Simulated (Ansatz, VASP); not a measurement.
**AlN in VASP and in Ansatz**

```
Al N
1.0
     0.00000    2.34186    2.11205
     2.11205    0.00000    2.11205
     2.11205    2.34186    0.00000
Al N
1 1
Direct
  0.99324 0.00676 0.00676
  0.76302 0.73698 0.73698
```

Change from the starting cell: mode 4 frozen in at -0.057 Å, strain +e along z and -e/2 along x and y +0.0700.

Alike in both runs: task single point; functional PBEsol; k mesh 10 × 10 × 10; occupations gaussian, width 0.05 eV; no spin polarisation.

|  | VASP | Ansatz |
| --- | --- | --- |
| version | VASP 6.6.1 | Ansatz 0.2.0 |
| potentials or method | VASP PAW PBE potentials, release 64 (Al, N) | scalar-relativistic, plane waves, PAW |
| plane-wave cutoff (eV) | 520 | 520 |
| valence electrons in the cell | 8 | 8 |

|  | VASP | Ansatz | Ansatz less VASP |
| --- | --- | --- | --- |
| gap on the k mesh at the Fermi level (eV) | 2.80 | 2.81 | +0.008 |
| least direct gap on the mesh (eV) | 3.76 | 3.75 | -0.015 |
| pressure (GPa) | 0.8 | 0.7 | -0.03 |
| largest component of the traceless stress (GPa) | 11.61 | 11.59 | -0.020 |
| rms of the force components (eV/Å) | 0.640 | 0.635 | -0.0048 |

Atom by atom the forces differ by 0.005 eV/Å (rms over components). Ansatz warned: «pseudo_functional_mismatch».

Caveats: the PAW data sets were made with another functional, which shifts forces and pressure a little (VASP). A k mesh can miss the band edges.
